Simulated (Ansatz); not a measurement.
# ZnS (Wurtzite-6H) (P6_3mc) in Ansatz: a series of runs

Aim: see how the results for ZnS (Wurtzite-6H) move with the level of theory and the settings. Levels: BLYP+D4, PBE. Tasks: relaxation of cell and atoms, single point.

Everything below comes from runs of Ansatz 0.2.0. Logs are shortened: lines on timing, memory, paths and dates and some standing lists are left out, and cuts for length are marked.

**Measured values to compare with.**

From a printed reference work, monograph, for a bulk crystal of ZnS at 4 K: band gap 3.911 eV (direct).

The runs below are set against these values where they give the same quantity.

## 1. The crystal as given

It takes space group P6_3mc (No. 186, hexagonal). The conventional cell has a = 3.812 Å, b = 3.812 Å, c = 18.690 Å, α = 90.00°, β = 90.00°, γ = 120.00°. Around Zn (site symmetry 3m) lie 4 S at 2.33 to 2.34 Å. Zn (site symmetry 3m) has 4 S at 2.33 to 2.34 Å as nearest neighbours. Zn (site symmetry 3m) has 4 S at 2.33 to 2.34 Å as nearest neighbours. S (site symmetry 3m) is surrounded by 4 Zn at 2.33 to 2.34 Å. S (site symmetry 3m) has 4 Zn at 2.33 to 2.34 Å as nearest neighbours. S (site symmetry 3m) has 4 Zn at 2.33 to 2.34 Å as nearest neighbours.

## 2. Relaxation of cell and atoms, BLYP+D4

File input.yaml:

```yaml
crystal:
  lattice:
    - [3.812, 0.0, 0.0]
    - [-1.906, 3.3012888392, 0.0]
    - [0.0, 0.0, 18.68999]
  atoms:
    - { symbol: Zn, position: [0.3333333333, 0.6666666667, 0.83333] }
    - { symbol: Zn, position: [0.6666666667, 0.3333333333, 0.33333] }
    - { symbol: Zn, position: [0.6666666667, 0.3333333333, 0.66667] }
    - { symbol: Zn, position: [0.3333333333, 0.6666666667, 0.16667] }
    - { symbol: Zn, position: [0.0, 0.0, 0.5] }
    - { symbol: Zn, position: [0.0, 0.0, 0.0] }
    - { symbol: S, position: [0.3333333333, 0.6666666667, 0.95833] }
    - { symbol: S, position: [0.6666666667, 0.3333333333, 0.45833] }
    - { symbol: S, position: [0.6666666667, 0.3333333333, 0.79167] }
    - { symbol: S, position: [0.3333333333, 0.6666666667, 0.29167] }
    - { symbol: S, position: [0.0, 0.0, 0.625] }
    - { symbol: S, position: [0.0, 0.0, 0.125] }
hamiltonian:
  xc: blyp
  pseudopotentials: { kind: paw }
  dispersion: d4
kpoints:
  mp_grid: { grid: [8, 8, 2] }
scf:
  occupations: { method: fermi_dirac, width: 0.05 }
output:
  forces: true
  stress: true
relax:
  f_tol: 0.01
  max_steps: 40
  cell: { stress_tol: 0.05 }
```

Potentials or basis: Ansatz PAW.

Started as:

```sh
$ ansatz run input.yaml --threads 4 --pin off --max-ram 11264MiB --backend cpu --events-out ev --progress --plain --runs-dir out
```

Standard output:

```text
Warning: RAYON_NUM_THREADS=4 ignored (pool sized by the plan → 4); use --threads N
Engine: ansatz 0.2.0, aarch64-unknown-linux-gnu
Pseudopotentials: kind: paw
Pseudopotential: Zn, paw, valence charge 12, recommended cutoff 420 eV (normal), Zn.paw.azcp
Pseudopotential: S, paw, valence charge 6, recommended cutoff 420 eV (normal), S.paw.azcp
Functional definition: BLYP
  parameter beta = 0.0042
  parameter a = 0.04918
  parameter b = 0.132
  parameter c = 0.2533
  parameter d = 0.349
  exchange = b88_x(beta = beta)
  correlation = lyp_c(a = a, b = b, c = c, d = d)
Crystal: 12 atoms, lattice volume = 235.204 Å³
Basis set: ecut = 420 eV, 4611 PW (Γ), exchange–correlation on 54×54×250 points (8 copies of the dense FFT grid, shifted against one another)
Bands: 66, of which v1, the nominal top of the filled ones, is band 54 counted from 1 (53 counted from 0)
Symmetry: 12 space group operations
Space group: P63mc (ITA 186), of the structure as read, at distance tolerance 6.2e-5 Å
k-points: 20 of 128
Non-local potential: Zn, projectors of the file, l = 0: 2, l = 1: 2, l = 2: 3, l = 3: 1
Non-local potential: S, projectors of the file, l = 0: 2, l = 1: 2, l = 2: 2
PAW form: soft (Blöchl's): semilocal exchange-correlation on the pseudo side does not see the compensation charge
PAW frozen core: Zn, regenerated for the run's functional, and the local potential with it (the file was generated under x = pbe(κ = 0.804, μ = 0.2195149727645171), c = pbe(β = 0.06672455060314922))
PAW frozen core: S, regenerated for the run's functional, and the local potential with it (the file was generated under x = pbe(κ = 0.804, μ = 0.2195149727645171), c = pbe(β = 0.06672455060314922))
PAW one-centre angular grid: Zn, 590 points (default); XC on 64 Gauss nodes
PAW one-centre angular grid: S, 110 points (default); XC on 64 Gauss nodes
Initial density: superposition of atomic densities (neutral atoms: chi_scale 0, normalization atom), corrected by the library's trained network
Initial wavefunctions: pseudopotential atomic-orbital guess
Functional: x = b88, c = lyp
SCF iter   1: F=—  HF=-25427.772420 eV  |F-HF|=—  |Δ(HF+E_count)|=         —  Δρ=6.08e-3  dr2=1.03e-1  ethr=1.77e-3  ⟨swp⟩=10.3  Hψ=6307  notcnv=0  defer=2
preconditioner: auto → Resta (q_TF=auto, 2.396 Å⁻¹)  ε∞=6.5  [insulator: Δε(μ)=2.194 eV  Ē_g=10.774 eV  σ=0.050 eV  W_gap=1.00  n_scr=68 (ndim 8)  ℏωp=25.2 eV  f_vac=0.030  D(μ)=0.00/eV (n_scr^D=0)  ε∞_Penn≈6.5]
SCF iter   2: F=—  HF=-25427.743329 eV  |F-HF|=—  |Δ(HF+E_count)|=   2.91e-2  Δρ=2.63e-3  dr2=2.01e-2  ethr=9.54e-5  ⟨swp⟩=2.1  Hψ=2262  notcnv=0  defer=85
SCF iter   3: F=—  HF=-25427.736715 eV  |F-HF|=—  |Δ(HF+E_count)|=   6.61e-3  Δρ=9.32e-4  dr2=1.56e-3  ethr=1.86e-5  ⟨swp⟩=2.0  Hψ=2283  notcnv=0  defer=85
SCF iter   4: F=—  HF=-25427.736521 eV  |F-HF|=—  |Δ(HF+E_count)|=   1.94e-4  Δρ=5.36e-4  dr2=7.02e-4  ethr=1.45e-6  ⟨swp⟩=2.0  Hψ=2182  notcnv=0  defer=85
SCF iter   5: F=—  HF=-25427.736164 eV  |F-HF|=—  |Δ(HF+E_count)|=   3.57e-4  Δρ=1.66e-4  dr2=4.08e-5  ethr=6.50e-7  ⟨swp⟩=2.0  Hψ=2178  notcnv=0  defer=85
SCF iter   6: F=—  HF=-25427.736054 eV  |F-HF|=—  |Δ(HF+E_count)|=   1.10e-4  Δρ=3.19e-5  dr2=2.81e-6  ethr=3.78e-8  ⟨swp⟩=2.0  Hψ=2148  notcnv=0  defer=85
SCF iter   7: F=—  HF=-25427.736054 eV  |F-HF|=—  |Δ(HF+E_count)|=   1.04e-7  Δρ=1.36e-5  dr2=2.82e-7  ethr=2.60e-9  ⟨swp⟩=2.0  Hψ=2208  notcnv=0  defer=85
SCF iter   8: F=-25427.736054 eV  HF=-25427.736054 eV  |F-HF|=3.55e-9  |Δ(HF+E_count)|=   2.10e-7  Δρ=2.29e-6  dr2=1.34e-8  ethr=9.26e-11  ⟨swp⟩=4.0  Hψ=4677  notcnv=0
SCF 1 converged in 8 iterations: F = -25427.736054 eV  dr2 = 1.34e-8
relax step   1: F+E_penalty+E_count = -25427.73605385 eV  Δ(F+E_penalty+E_count) = +0.000e0 eV  max|allowed force component| = 4.527e-2 eV/Å  Δτ_max = 0.0000 Å  P = +0.493 GPa  Ω = 235.204 Å³  (8 SCF iters, dr2 threshold 1.00e-7 eV, accepted)
Crystal: 12 atoms, lattice volume = 236.135 Å³
Initial density: handed on by an earlier stage of this run
Initial wavefunctions: those handed on with the density
iter 1 solved again at ethr=2.06e-7 eV; its pass at ethr=3.10e-3 eV (dr2=2.23e-4 eV) is discarded
SCF iter   1: F=—  HF=-25427.738518 eV  |F-HF|=—  |Δ(HF+E_count)|=         —  Δρ=3.16e-4  dr2=2.01e-4  ethr=2.06e-7  ⟨swp⟩=2.6  Hψ=6100  notcnv=0
preconditioner: auto → Resta (q_TF=auto, 2.395 Å⁻¹)  ε∞=6.5  [insulator: Δε(μ)=2.121 eV  Ē_g=10.734 eV  σ=0.050 eV  W_gap=1.00  n_scr=68 (ndim 8)  ℏωp=25.1 eV  f_vac=0.037  D(μ)=0.00/eV (n_scr^D=0)  ε∞_Penn≈6.5]
SCF iter   2: F=—  HF=-25427.738357 eV  |F-HF|=—  |Δ(HF+E_count)|=   1.61e-4  Δρ=1.64e-4  dr2=5.95e-5  ethr=1.86e-7  ⟨swp⟩=2.0  Hψ=1981  notcnv=0
SCF iter   3: F=—  HF=-25427.738348 eV  |F-HF|=—  |Δ(HF+E_count)|=   8.79e-6  Δρ=7.95e-5  dr2=1.12e-5  ethr=5.51e-8  ⟨swp⟩=2.0  Hψ=2263  notcnv=0
SCF iter   4: F=—  HF=-25427.738344 eV  |F-HF|=—  |Δ(HF+E_count)|=   4.39e-6  Δρ=2.70e-5  dr2=2.53e-6  ethr=1.04e-8  ⟨swp⟩=2.0  Hψ=2280  notcnv=0
SCF iter   5: F=-25427.738343 eV  HF=-25427.738343 eV  |F-HF|=4.22e-8  |Δ(HF+E_count)|=   3.03e-7  Δρ=7.85e-6  dr2=2.36e-7  ethr=7.98e-10  ⟨swp⟩=4.0  Hψ=4614  notcnv=0
SCF 2 converged in 5 iterations: F = -25427.738343 eV  dr2 = 2.36e-7
relax step   2: F+E_penalty+E_count = -25427.73834320 eV  Δ(F+E_penalty+E_count) = -2.289e-3 eV  max|allowed force component| = 1.291e-2 eV/Å  Δτ_max = 0.0048 Å  P = +0.194 GPa  Ω = 236.135 Å³  energy of the carried Pulay correction = -2.752e-4 eV  (5 SCF iters, dr2 threshold 8.62e-7 eV, accepted)
Crystal: 12 atoms, lattice volume = 236.755 Å³
Basis set: ecut = 420 eV, 4635 PW (Γ), exchange–correlation on 54×54×250 points (8 copies of the dense FFT grid, shifted against one another)
iter 1 solved again at ethr=6.64e-8 eV; its pass at ethr=3.10e-3 eV (dr2=7.17e-5 eV) is discarded
SCF iter   1: F=—  HF=-25427.738714 eV  |F-HF|=—  |Δ(HF+E_count)|=         —  Δρ=1.45e-4  dr2=6.05e-5  ethr=6.64e-8  ⟨swp⟩=2.0  Hψ=5655  notcnv=0
preconditioner: auto → Resta (q_TF=auto, 2.394 Å⁻¹)  ε∞=6.5  [insulator: Δε(μ)=2.108 eV  Ē_g=10.721 eV  σ=0.050 eV  W_gap=1.00  n_scr=68 (ndim 8)  ℏωp=25.1 eV  f_vac=0.037  D(μ)=0.00/eV (n_scr^D=0)  ε∞_Penn≈6.5]
SCF iter   2: F=—  HF=-25427.738576 eV  |F-HF|=—  |Δ(HF+E_count)|=   1.38e-4  Δρ=7.73e-5  dr2=1.88e-5  ethr=5.60e-8  ⟨swp⟩=1.8  Hψ=1938  notcnv=0
SCF iter   3: F=—  HF=-25427.738573 eV  |F-HF|=—  |Δ(HF+E_count)|=   3.78e-6  Δρ=2.70e-5  dr2=1.70e-6  ethr=1.74e-8  ⟨swp⟩=3.0  Hψ=2478  notcnv=0
SCF iter   4: F=—  HF=-25427.738573 eV  |F-HF|=—  |Δ(HF+E_count)|=   1.95e-7  Δρ=2.30e-5  dr2=9.00e-7  ethr=1.57e-9  ⟨swp⟩=2.0  Hψ=2280  notcnv=0
SCF iter   5: F=-25427.738572 eV  HF=-25427.738572 eV  |F-HF|=1.52e-8  |Δ(HF+E_count)|=   4.23e-7  Δρ=3.98e-6  dr2=3.73e-8  ethr=9.66e-11  ⟨swp⟩=3.0  Hψ=5412  notcnv=0
SCF 3 converged in 5 iterations: F = -25427.738572 eV  dr2 = 3.73e-8
relax step   3: F+E_penalty+E_count = -25427.73857240 eV  Δ(F+E_penalty+E_count) = -2.292e-4 eV  max|allowed force component| = 1.801e-3 eV/Å  Δτ_max = 0.0013 Å  P = -0.000 GPa  Ω = 236.755 Å³  energy of the carried Pulay correction = -4.578e-4 eV  (5 SCF iters, dr2 threshold 1.04e-7 eV, accepted)
Basis set: ecut = 420 eV, 4635 PW (Γ), exchange–correlation on 54×54×256 points (8 copies of the dense FFT grid, shifted against one another)
Initial wavefunctions: pseudopotential atomic-orbital guess (no wavefunctions were taken with the density)
iter 1 solved again at ethr=2.34e-7 eV; its pass at ethr=3.10e-3 eV (dr2=2.53e-4 eV) is discarded
SCF iter   1: F=—  HF=-25427.738967 eV  |F-HF|=—  |Δ(HF+E_count)|=         —  Δρ=3.95e-5  dr2=1.54e-7  ethr=2.34e-7  ⟨swp⟩=3.0  Hψ=9560  notcnv=0
eigensolver tolerance schedule: the retry pair's looser diagonalisation over-reported the residual by 1636.47 of it (diagonalisation noise at 0.14 of the residual, at the tolerance the schedule requests for it); recorded, not acted on — ethr = c·dr2/N_el stays at c = 1.0e-1
preconditioner: auto → Resta (q_TF=auto, 2.394 Å⁻¹)  ε∞=6.5  [insulator: Δε(μ)=2.109 eV  Ē_g=10.722 eV  σ=0.050 eV  W_gap=1.00  n_scr=68 (ndim 8)  ℏωp=25.1 eV  f_vac=0.037  D(μ)=0.00/eV (n_scr^D=0)  ε∞_Penn≈6.5]
SCF iter   2: F=—  HF=-25427.739010 eV  |F-HF|=—  |Δ(HF+E_count)|=   4.25e-5  Δρ=2.16e-5  dr2=1.25e-7  ethr=1.43e-10  ⟨swp⟩=2.2  Hψ=2415  notcnv=0
SCF iter   3: F=—  HF=-25427.739039 eV  |F-HF|=—  |Δ(HF+E_count)|=   2.94e-5  Δρ=5.82e-6  dr2=8.44e-9  ethr=1.15e-10  ⟨swp⟩=2.0  Hψ=2252  notcnv=0
SCF iter   4: F=—  HF=-25427.739042 eV  |F-HF|=—  |Δ(HF+E_count)|=   2.47e-6  Δρ=8.56e-7  dr2=1.63e-9  ethr=7.82e-12  ⟨swp⟩=2.0  Hψ=2400  notcnv=0
SCF iter   5: F=—  HF=-25427.739042 eV  |F-HF|=—  |Δ(HF+E_count)|=   2.50e-8  Δρ=3.87e-7  dr2=4.83e-10  ethr=1.51e-12  ⟨swp⟩=2.0  Hψ=2257  notcnv=0
SCF iter   6: F=-25427.739042 eV  HF=-25427.739042 eV  |F-HF|=1.82e-10  |Δ(HF+E_count)|=  8.73e-11  Δρ=2.14e-7  dr2=8.05e-11  ethr=1.00e-12  ⟨swp⟩=3.0  Hψ=4994  notcnv=0
SCF 4 converged in 6 iterations: F = -25427.739042 eV  dr2 = 8.05e-11
relax step   4: F+E_penalty+E_count = -25427.73904190 eV  Δ(F+E_penalty+E_count) = -4.695e-4 eV  max|allowed force component| = 1.835e-3 eV/Å  Δτ_max = 0.0000 Å  P = -0.001 GPa  Ω = 236.755 Å³  stress off target by 2.66e-3 GPa  SCF on the basis re-selected at this cell (its energy is not comparable with the rows above)  (6 SCF iters)
basis re-selected at this cell: Δ(F+E_penalty+E_count) = -4.695e-4 eV, ΔP = -0.000 GPa vs the last step (what re-selecting the basis moved, of the pressure what is left beyond the Pulay correction that the steps carried, after the strain that the cell walked since its last selection, with what the two solves' SCF thresholds leave and, on support functions, any second-order correction that the steps lacked; it is no measure of the basis error at this ecutwfc). The dense FFT grid was sized anew with the basis: this SCF ran on 27×27×128 points, the steps before it on 27×27×125, so part of this shift can come from that change (see relax.cell in the input reference). This SCF's stress stands 2.66e-3 GPa from its target on what of the cell is left free (relax.cell.stress_tol is 5.00e-2 GPa) and its largest allowed force component is 1.84e-3 eV/Å (relax.f_tol is 1.00e-2 eV/Å): within both
SCF converged after 6 iterations
Free energy (F): -25427.739042 eV
Harris-Foulkes:  -25427.739042 eV  (|F-HF|=1.82e-10)
Internal energy: -25427.739042 eV  (E = F + TS)
E sigma→0 (E₀):  -25427.739042 eV
Fermi energy:    7.247823 eV
--- Per-component energies (eV) ---
  E_band       = 64.227511
  E_kinetic    = 1439.677516
  E_local      = -12256.493767  (includes V_loc(G=0)·N_el)
  E_nonlocal   = 3846.656011
  E_hartree    = 5134.061337
  E_xc         = -1396.071324
  E_vxc        = -820.622344  (∫ρ·V_xc dr)
  E_paw        = -14671.366081  (= ΣΔE_a)
  E_vpaw       = -2413.110573  (= ΣTr[D̂ρ^β])
  E_aug_tail   = -0.002216  (compensation charges beyond the density's cutoff)
  E_ewald      = -7516.974778
  E_disp       = -6.938681  (pairwise vdW)
  E_core_change = -0.287058  (= ΣΔE_core)
  E_smearing   = -0.000000  (= −TS)
  E_closure    = 0.000000  (closes the sum)
  Σ components = -25427.739042   (vs F -25427.739042, Δ=0.00e0)
--- Forces (eV/Å), atoms counted from 1 ---
  atom   1  Zn    -0.00000000     0.00000000     0.00183427
  atom   2  Zn     0.00000000    -0.00000000     0.00183427
  atom   3  Zn    -0.00000000     0.00000000     0.00155554
  atom   4  Zn    -0.00000000    -0.00000000     0.00155554
  atom   5  Zn    -0.00000000    -0.00000000    -0.00024410
  atom   6  Zn     0.00000000     0.00000000    -0.00024410
  atom   7  S     -0.00000000    -0.00000000    -0.00140058
  atom   8  S     -0.00000000     0.00000000    -0.00140058
  atom   9  S      0.00000000    -0.00000000    -0.00161880
  atom  10  S      0.00000000     0.00000000    -0.00161880
  atom  11  S     -0.00000000    -0.00000000    -0.00013238
  atom  12  S      0.00000000     0.00000000    -0.00013238
  max |Σ_I F_I| component: 1.21e-5 eV/Å
--- Stress (GPa, compression-positive) ---
        0.000504       0.000000      -0.000000
       -0.000000       0.000504       0.000000
       -0.000000       0.000000      -0.002659
  P = ⅓ Tr σ = -0.0006 GPa (-0.006 kbar)
--- Relaxed structure (3 steps of the walk, 3 accepted, 1 SCFs on fresh bases) ---
  F+E_penalty+E_count = -25427.73904190 eV   max|allowed force component| = 1.835e-3 eV/Å   (the final SCF, on the basis selected at the relaxed cell)
  cell:  # Å, volume = 236.7551 Å³
    - [3.8178989553456955, 8.246195553752574e-33, 1.2091777134108339e-33]
    - [-1.9089494776728477, 3.306397484411442, -2.7841846764686823e-34]
    - [6.268681297591319e-33, -3.0128545771369123e-33, 18.75512326145051]
  atoms:
    - { symbol: Zn, position: [0.3333333333333332, 0.6666666666666664, 0.8332844792072309] }
    - { symbol: Zn, position: [0.6666666666666666, 0.3333333333333332, 0.33328447920723103] }
    - { symbol: Zn, position: [0.6666666666666666, 0.3333333333333332, 0.6669537936622535] }
    - { symbol: Zn, position: [0.3333333333333332, 0.6666666666666664, 0.16695379366225369] }
    - { symbol: Zn, position: [-8.36785775103578e-34, -1.8279468372272675e-33, 0.5000427470034494] }
    - { symbol: Zn, position: [7.2170601568858634e-34, 1.8279468372272682e-33, 4.2747003449466227e-5] }
    - { symbol: S, position: [0.3333333333333332, 0.6666666666666664, 0.9580064350059422] }
    - { symbol: S, position: [0.6666666666666666, 0.3333333333333332, 0.4580064350059424] }
    - { symbol: S, position: [0.6666666666666666, 0.3333333333333332, 0.791633166650623] }
    - { symbol: S, position: [0.3333333333333332, 0.6666666666666664, 0.2916331666506231] }
    - { symbol: S, position: [-1.1413188797701017e-33, -2.1001942385164353e-33, 0.6250793784705001] }
    - { symbol: S, position: [1.2311227600355015e-33, 2.644689041094771e-33, 0.1250793784705003] }
```

Run time: 26 s. Hardware: 4 threads of Arm Neoverse V1, shared host; peak memory 0.75 GiB.

Results:

```yaml
Free_energy: -25427.7390 eV
Relaxed_volume: 19.73 Å³/atom
Relaxed_cell: a = 3.818 Å, b = 3.818 Å, c = 18.755 Å, α = 90.00°, β = 90.00°, γ = 120.00°
Space_group_after_relaxing_to_0.05_Å: P6_3mc (No. 186)
Energy_gained_by_relaxing: 0.2 meV/atom
Ionic_steps: 4
Pressure_after_relaxing: 0.0 GPa
Band_gap_on_the_k_mesh: 2.11 eV
```

Step by step:
```csv
step,energy change (eV),largest force (eV/Å),volume (Å³)
1,0.0000,0.0453,235.20
2,-0.0023,0.0129,236.14
3,-0.0025,0.0018,236.76
4,-0.0030,0.0018,236.76
```

Final structure:
```yaml
crystal:
  lattice:
    - [3.81790, 0.00000, 0.00000]
    - [-1.90895, 3.30640, 0.00000]
    - [0.00000, 0.00000, 18.75512]
  atoms:
    - { symbol: Zn, position: [0.33333, 0.66667, 0.83328] }
    - { symbol: Zn, position: [0.66667, 0.33333, 0.33328] }
    - { symbol: Zn, position: [0.66667, 0.33333, 0.66695] }
    - { symbol: Zn, position: [0.33333, 0.66667, 0.16695] }
    - { symbol: Zn, position: [0.00000, 0.00000, 0.50004] }
    - { symbol: Zn, position: [0.00000, 0.00000, 0.00004] }
    - { symbol: S, position: [0.33333, 0.66667, 0.95801] }
    - { symbol: S, position: [0.66667, 0.33333, 0.45801] }
    - { symbol: S, position: [0.66667, 0.33333, 0.79163] }
    - { symbol: S, position: [0.33333, 0.66667, 0.29163] }
    - { symbol: S, position: [0.00000, 0.00000, 0.62508] }
    - { symbol: S, position: [0.00000, 0.00000, 0.12508] }
```

Caveat: the plane-wave basis is chosen anew once the cell has moved, so the energies of steps on either side of that aren't comparable; the PAW data sets come from PBE, with cores solved anew for the run's functional, which leaves a small shift of forces and pressure. Zero-point motion and thermal expansion aren't in these numbers.

## 3. Single point, PBE

Changes to input.yaml since step 2:

```diff
@@ -19,5 +19,4 @@
 hamiltonian:
-  xc: blyp
+  xc: pbe
   pseudopotentials: { kind: paw }
-  dispersion: d4
 kpoints:
@@ -25,3 +24,3 @@
 scf:
-  occupations: { method: fermi_dirac, width: 0.05 }
+  occupations: { method: gaussian, width: 0.015 }
 output:
@@ -29,5 +28,2 @@
   stress: true
-relax:
-  f_tol: 0.01
-  max_steps: 40
-  cell: { stress_tol: 0.05 }
+  eigenvalues: true
```

Potentials or basis: Ansatz PAW.

Started as:

```sh
$ ansatz run input.yaml --threads 4 --pin off --max-ram 11264MiB --backend cpu --events-out ev --progress --plain --runs-dir out
```

It took 8.1 s on 4 threads of Arm Neoverse V1, shared host; peak memory 0.72 GiB.

It converged, with:

```yaml
Free_energy: -25336.3509 eV
Pressure: 2.1 GPa
Largest_force: 0.030 eV/Å
Band_gap_on_the_k_mesh: 2.16 eV, direct
```

Forces in eV/Å, atoms in the order of the input:
```
Zn   0.000  0.000  0.003
Zn   0.000  0.000  0.003
Zn   0.000  0.000  0.013
Zn   0.000  0.000  0.013
Zn   0.000  0.000 -0.004
Zn   0.000  0.000 -0.004
S    0.000  0.000 -0.030
S    0.000  0.000 -0.030
S    0.000  0.000 -0.007
S    0.000  0.000 -0.007
S    0.000  0.000  0.024
S    0.000  0.000  0.024
```

Levels at points of the mesh, in eV from the valence-band top:
| k point | band 52 | band 53 | band 54 | band 55 | band 56 | band 57 |
| --- | --- | --- | --- | --- | --- | --- |
| (0.00, 0.00, 0.00) | -0.02 | 0.00 | 0.00 | 2.16 | 3.21 | 3.26 |
| (0.00, 0.00, -0.50) | -0.07 | -0.07 | -0.07 | 2.64 | 2.64 | 3.27 |
| (0.00, -0.50, 0.00) | -1.26 | -1.10 | -0.88 | 3.43 | 3.56 | 3.60 |
| (0.00, -0.50, -0.50) | -1.22 | -0.99 | -0.99 | 3.36 | 3.36 | 3.85 |

Caveat: the cell's inner coordinates are idealised or old, which leaves forces on the atoms.

## 4. Against experiment

Step 3. Measured gap of ZnS: 3.911 eV (direct; 4 K; a printed reference work, monograph). This calculation gives 2.16 eV (-1.75 eV). The value is that of PBE on a finite k mesh, which can miss the band edges, without temperature or zero-point motion. Semilocal functionals fall short of measured gaps as a rule.
